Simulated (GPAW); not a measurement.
# Magnetic state of Co3 Ru2 Co3 0001 from several starts

Does Co3 Ru2 Co3 0001 prefer parallel or opposed moments, or none?

Main program and level: GPAW 26.7.0; PBE; plane waves with GPAW's PAW setups, scalar-relativistic.

Report form: the programs' logs are mostly left out.

## 1. The structure

The cell holds 8 atoms: 6 Co and 2 Ru. Its edges and angles: a = 2.706 Å, b = 2.706 Å, c = 25.041 Å, α = 90.0°, β = 90.0°, γ = 120.0°. ideal sites on the substrate's mesh, layer spacings from atomic volumes, unrelaxed, 12 A of vacuum. Vacuum lies along c.

## 2. Run 1 (ferro ++++++)

The parallel start comes first: it fits the smallest cell, keeps the most symmetry and shows whether parallel moments form.

Contents of order1.py:

```python
import json
import numpy as np
from ase import Atoms
from ase.parallel import paropen, parprint
from gpaw import GPAW

atoms = Atoms(['Co', 'Co', 'Co', 'Ru', 'Ru', 'Co', 'Co', 'Co'],
    cell=[[2.706, 0.0, 0.0],
         [-1.353, 2.343465, 0.0],
         [0.0, 0.0, 25.0413]],
    scaled_positions=[[0.0, 0.0, 0.239605],
         [0.333333, 0.666667, 0.309505],
         [0.0, 0.0, 0.379406],
         [0.333333, 0.666667, 0.457178],
         [0.0, 0.0, 0.542822],
         [0.333333, 0.666667, 0.620594],
         [0.0, 0.0, 0.690495],
         [0.333333, 0.666667, 0.760395]],
    pbc=True,
    magmoms=[1.8, 1.8, 1.8, 0.0, 0.0, 1.8, 1.8, 1.8])
atoms.calc = GPAW(mode={'name': 'pw', 'ecut': 450},
    xc='PBE',
    kpts={'size': (20, 20, 1), 'gamma': True},
    occupations={'name': 'fermi-dirac', 'width': 0.05},
    convergence={'density': 1e-05, 'energy': 1e-05},
    maxiter=250,
    mixer={'name': 'pulay', 'beta': 0.03, 'nmaxold': 8, 'weight': 100},
    symmetry={'tolerance': 1e-4},
    txt='order1.txt')
e = atoms.get_potential_energy(force_consistent=True)
res = {'free_energy': e, 'energy_sigma0': atoms.get_potential_energy(), 'fermi_energy': atoms.calc.get_fermi_level()}
res['moments'] = atoms.get_magnetic_moments().tolist()
res['total'] = atoms.get_magnetic_moment()
parprint('site moments (muB):', np.round(res['moments'], 3))
parprint(f"total moment: {res['total']:.3f} muB")
parprint(f'free energy: {e:.6f} eV')
atoms.calc.write('order1.gpw')
with paropen('results.json', 'w') as f:
    json.dump(res, f)
```

Command:

```sh
> OMP_NUM_THREADS=1 mpirun -n 8 gpaw python order1.py > order1.log
```

Elapsed: 8.5 min, on 8 MPI ranks of Intel Xeon at 2.50GHz (Skylake/Cascade Lake), shared host; peak memory 2.1 GiB.

Spin moment in the augmentation sphere by atom:

```
atom  spin moment in the augmentation sphere (μB)
 Co1                                         1.83
 Co2                                         1.72
 Co3                                         1.34
 Ru4                                        -0.07
 Ru5                                        -0.07
 Co6                                         1.34
 Co7                                         1.72
 Co8                                         1.83
```

This step gave:

```yaml
magnetization: 9.403 μB
final_state: ferromagnetic
```

After 56 cycles the largest moment stands at 1.83 μB.

## 3. Start 2: antiferro +++---

An opposed order shows whether the pairs that it reverses prefer unlike signs.

order2.py is the script of step 2 with these lines changed:

```diff
@@ -19,3 +19,3 @@
     pbc=True,
-    magmoms=[1.8, 1.8, 1.8, 0.0, 0.0, 1.8, 1.8, 1.8])
+    magmoms=[1.8, 1.8, 1.8, 0.0, 0.0, -1.8, -1.8, -1.8])
 atoms.calc = GPAW(mode={'name': 'pw', 'ecut': 450},
@@ -28,3 +28,3 @@
     symmetry={'tolerance': 1e-4},
-    txt='order1.txt')
+    txt='order2.txt')
 e = atoms.get_potential_energy(force_consistent=True)
@@ -36,3 +36,3 @@
 parprint(f'free energy: {e:.6f} eV')
-atoms.calc.write('order1.gpw')
+atoms.calc.write('order2.gpw')
 with paropen('results.json', 'w') as f:
```

Command:

```sh
> OMP_NUM_THREADS=1 mpirun -n 8 gpaw python order2.py > order2.log
```

Elapsed: 8 min, on 8 MPI ranks; peak memory 2.1 GiB.

Spin moment in the augmentation sphere by atom:

```
atom  spin moment in the augmentation sphere (μB)
 Co1                                         1.83
 Co2                                         1.71
 Co3                                         1.33
 Ru4                                         0.04
 Ru5                                        -0.04
 Co6                                        -1.33
 Co7                                        -1.71
 Co8                                        -1.83
```

Read from the output:

```
magnetization : 0 μB
final state   : antiferromagnetic
```

It lies 3.78 meV a seeded atom over the first start, and its largest moment is 1.83 μB against 1.83 μB.

## 4. Run 3 (no spin polarisation)

This run holds no moments, which gives a state to set the others against.

nospin.py is the script of step 3 with these lines changed:

```diff
@@ -18,4 +18,3 @@
          [0.333333, 0.666667, 0.760395]],
-    pbc=True,
-    magmoms=[1.8, 1.8, 1.8, 0.0, 0.0, -1.8, -1.8, -1.8])
+    pbc=True)
 atoms.calc = GPAW(mode={'name': 'pw', 'ecut': 450},
@@ -28,11 +27,7 @@
     symmetry={'tolerance': 1e-4},
-    txt='order2.txt')
+    txt='nospin.txt')
 e = atoms.get_potential_energy(force_consistent=True)
 res = {'free_energy': e, 'energy_sigma0': atoms.get_potential_energy(), 'fermi_energy': atoms.calc.get_fermi_level()}
-res['moments'] = atoms.get_magnetic_moments().tolist()
-res['total'] = atoms.get_magnetic_moment()
-parprint('site moments (muB):', np.round(res['moments'], 3))
-parprint(f"total moment: {res['total']:.3f} muB")
 parprint(f'free energy: {e:.6f} eV')
-atoms.calc.write('order2.gpw')
+atoms.calc.write('nospin.gpw')
 with paropen('results.json', 'w') as f:
```

Command:

```sh
> OMP_NUM_THREADS=1 mpirun -n 8 gpaw python nospin.py > nospin.log
```

Elapsed: 3.3 min, on 8 MPI ranks; peak memory 1.8 GiB; 26 min of CPU time.

This step gave:

- final state: non-magnetic (no spin polarisation)

It lies 253 meV a seeded atom over the first start.

## 5. Ranking

These are free energies at a smearing of 0.05 eV, so its entropy term is in the differences. They are divided by the number of seeded atoms, so that cells of unlike size compare.

Orders:

```
               start        final state  typed order kept  energy over the lowest (meV a seeded atom)  largest site moment (μB)  net moment (μB a primitive cell)  mesh matched  CPU time (s)
        ferro ++++++      ferromagnetic               yes                                           0                      1.83                             9.403           yes          3924
    antiferro +++---  antiferromagnetic               yes                                       3.781                     1.832                                 0           yes          3695
no spin polarisation       non-magnetic                 -                                       252.9                         0                                 0           yes          1566
```

## 6. Outcome

| Property | Result |
| --- | --- |
| lowest state found | ferromagnetic (typed ferro ++++++) |
| largest site moment | 1.83 μB |
| next state | antiferromagnetic, 3.78 meV a seeded atom higher |
| energy gained by spin polarisation | 253 meV a seeded atom |

The lowest state found is ferromagnetic, reached from the start ferro ++++++, with moments up to 1.83 μB. The two lowest states lie so close that the mesh, the functional or spin–orbit coupling could swap them. This is the lowest of 3 finished starts, no proof of the ground state.

[Logs and program files are shortened in this print: banners, set-up blocks, solver, clock and traceback lines can be left out without a mark of their own.]

[Logs are printed without paths, hosts, clocks, repeated set-up lines and the standing remarks that a program may print on its own settings, such as how far it seeks lower states.]

[Hosts, paths, dates, database ids (printed as entryN), source tags and the programs' standing remarks are cut or masked in the printed files.]

[Where a cell is said to come from a database of computed structures, the database is the Materials Project.]
